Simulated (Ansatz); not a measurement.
# Te2Pt: a line through an energy map

One table from this session's results is given with a row withheld; the runs are named, their logs left out.

The COD entry's cell or inner coordinates are ideal or old and differ from later refinements, so a difference from it is no clean test against experiment.

Program: Ansatz 0.2.0. Level of theory: DFT PBEsol, scalar-relativistic, plane waves, PAW. These are calculated values, not measurements.

16 further runs of the same task are left out: 16 set aside as unsound or not needed.

## The structure to begin with

It takes space group P-3m1 (No. 164, trigonal). Conventional cell: a = 4.044 Å, b = 4.044 Å, c = 5.138 Å, α = 90.00°, β = 90.00°, γ = 120.00°. Te (site symmetry 3m) has 3 Pt at 2.70 Å as nearest neighbours. Pt (site symmetry -3m) has 6 Te at 2.70 Å as nearest neighbours.

Coordinates:

```
CELL_PARAMETERS angstrom
4.04438 0.00000 0.00000
-2.02219 3.50254 0.00000
0.00000 0.00000 5.13756
ATOMIC_POSITIONS crystal
Te 0.33333 0.66667 0.26203
Te 0.66667 0.33333 0.73797
Pt 0.00000 0.00000 0.00000
```

It is the result of an earlier relaxation at this level (volume 24.26 Å³/atom; gap on the mesh: none (metal)).

## What is varied

Atoms count from 1 in the order of the input.

The energy is mapped over a free internal coordinate and the cell.

First coordinate, shift of Te1 along [0 0 1], its symmetry partners moved as symmetry demands (measured in the relaxed cell): 7 values from −0.323 Å. Second coordinate, volume per atom at fixed shape: 7 values from 22.32 to 26.20 Å³.

Nothing else is relaxed (all other coordinates fixed). Energies count from the relaxed crystal. Points are written as (first, second).

The first run:

input.yaml reads:

```yaml
crystal:
  lattice:
    - [3.9335098911, 0.0, 0.0]
    - [-1.9667549455, 3.4065194917, 0.0]
    - [0.0, 0.0, 4.9967244809]
  atoms:
    - { symbol: Te, position: [0.3333333333, 0.6666666667, 0.1991572274] }
    - { symbol: Te, position: [0.6666666667, 0.3333333333, 0.8008427726] }
    - { symbol: Pt, position: [0.0, 0.0, 0.0] }
basis:
  ecutwfc: 420
kpoints:
  mp_grid: { grid: [12, 12, 8] }
hamiltonian:
  xc: pbesol
  pseudopotentials: { kind: paw, azcp: { folder: soft_1 } }
scf:
  occupations: { method: gaussian, width: 0.15 }
output:
  forces: true
  stress: true
  eigenvalues: true
```

The run is started by

```
$ ansatz run input.yaml --threads 1 --pin off --max-ram 2048MiB --backend cpu --events-out ev --progress --plain --runs-dir out
```

Among the steps run: The run at (−0.323 Å, 22.32 Å³); The run at (−0.323 Å, 22.96 Å³); Grid point (−0.323 Å, 23.61 Å³); Point (−0.323 Å, 24.91 Å³); Grid point (−0.323 Å, 25.55 Å³); Point (−0.323 Å, 26.20 Å³).

One table of the session follows, with a row left open; its other results are not shown here.

| volume per atom at fixed shape (Å³) | energy (meV/atom) | slope (meV/atom per Å³) | pressure (GPa) | largest force on an atom (eV/Å) |
| --- | --- | --- | --- | --- |
| 22.32 | 790 | −240 | 38.4 | 6.04 |
| 22.96 | 649 | −197 | 31.6 | 5.33 |
| 23.61 | 533 | −161 | 25.7 | 4.70 |
| 24.26 | ? | ? | ? | ? |
| 24.91 | 366 | −101 | 16.1 | 3.61 |
| 25.55 | 309 | −76 | 12.2 | 3.14 |
| 26.20 | 267 | −55 | 8.8 | 2.72 |

Q: Estimate the row for volume per atom at fixed shape (Å³) = 24.26 from the others.

Worked estimate for «energy (meV/atom)». A straight line through the neighbours (23.61, 533) and (24.91, 366) gives 533 + (366 − 533) × (24.26 − 23.61) / (24.91 − 23.61) = 449; a parabola fitted to 4 rows on both sides gives 440.

As computed: energy (meV/atom): 440; slope (meV/atom per Å³): −128; pressure (GPa): 20.6; largest force on an atom (eV/Å): 4.13. In «energy (meV/atom)» the line misses by +9 and the parabola by +0.

Energies count from the relaxed crystal. Rows without a step come from runs not printed here or follow by symmetry. Slopes come from the forces (and the stress, where the cell changes), not from differences of energies.

In words: The energy is lowest at the end of the line, 26.20 Å³, so the minimum along this coordinate may lie outside the range. The highest point computed, at 22.32 Å³, lies 523 meV/atom above the lowest. This is one cut through a surface in two coordinates; the map's lowest point lies off it. Spin-orbit coupling is left out for Pt, Te.

To keep in mind: Warnings in the runs' records: pseudo functional mismatch.
